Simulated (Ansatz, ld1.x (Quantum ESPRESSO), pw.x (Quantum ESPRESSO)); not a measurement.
**Pt (Z = 78): one change to the TM potential, in the atom and in the diamond crystal**

* Element: platinum
* Generator: ld1.x (Quantum ESPRESSO) 7.5
* Type: norm-conserving Troullier–Martins (Kleinman–Bylander form)
* Functional: PBE
* Relativity: scalar-relativistic
* Frozen core: [Xe] 4f14
* Valence charge: 10
* Reference configuration: 5d9 6s1 6p0
* Partial waves: 6p (bound, empty): rc 3.60 bohr; 5d (bound): rc 1.95 bohr; 6s (bound): rc 2.50 bohr
* Local potential: the s channel
* Core correction: none

Change: wave 6s (bound): rc 2.50 bohr becomes 6s (bound): rc 1.82 bohr.

Cutoffs, loose and tight: the cutoffs (Ry, on a coarse ladder) from which the occupation-weighted sum of valence levels, in a spherical-Bessel basis at the reference potential, stays within 10 and 1 mRy of its value at 400 Ry. They do not see the model core or the augmentation charge, which bear on the density cutoff. Test errors are all-electron minus pseudo excitation energies from the reference, over the configurations 5d9 6s0 6p0; 5d8 6s0 6p0; 5d7 6s0 6p0; 5d10 6s0 6p0; 5d9 6s0 6p1; 5d8 6s1 6p0; 5d8 6s2 6p0; variants that change the core or the reference have their own tests.

Crystal test: diamond Pt in pw.x 7.5, no spin, 8³ k-points, Fermi–Dirac smearing 0.01 Ry, cutoffs set for each file from its atomic test. The reference is all-electron LAPW (Ansatz 0.2.0) with the same functional, mesh and smearing; V0 and B0 come from Birch–Murnaghan fits to the pressures at five volumes. Errors are pseudo minus all-electron; Δ is the rms difference of the E(V) curves that follow from these fits, minima aligned, over ±6 % about the mean V0. Mesh and smearing are coarse, so the numbers serve the comparison and aren't converged zero-temperature values; the lattice is a test structure that the element need not adopt.

All-electron: a0 = 5.784 Å (V0 = 24.18 Å³/atom), B0 = 111.9 GPa.

Q: Does the change bring the crystal closer to the all-electron result?

A: The mean pressure error goes from +5.40 to +4.58 GPa, so the change moves the solid closer to the all-electron pressures.

```tsv
quantity	base	changed
outcome (atom)	generated	generated
cutoff, loose (atom)	40 Ry	40 Ry
cutoff, tight (atom)	50 Ry	70 Ry
bound ghosts (atom)	none	none
largest test error (meV) (atom)	-204	-168
cutoffs in pw.x (Ry)	60/240	85/340
a0 (Å)	5.870	5.858
a0 error (%)	+1.49	+1.28
B0 error (%)	-5.3	-4.6
Δ (meV/atom)	26.3	22.6
mean pressure error (GPa)	+5.40	+4.58
```

Base: The largest radius (3.60 bohr) exceeds half the bond length (2.37 bohr), so the spheres overlap, which is one possible source of error among others. This is a poor potential for the solid. Changed file: The largest radius (3.60 bohr) exceeds half the bond length (2.37 bohr), so the spheres overlap, which is one possible source of error among others. This is a poor potential for the solid. The atomic cutoffs weigh occupied waves only.
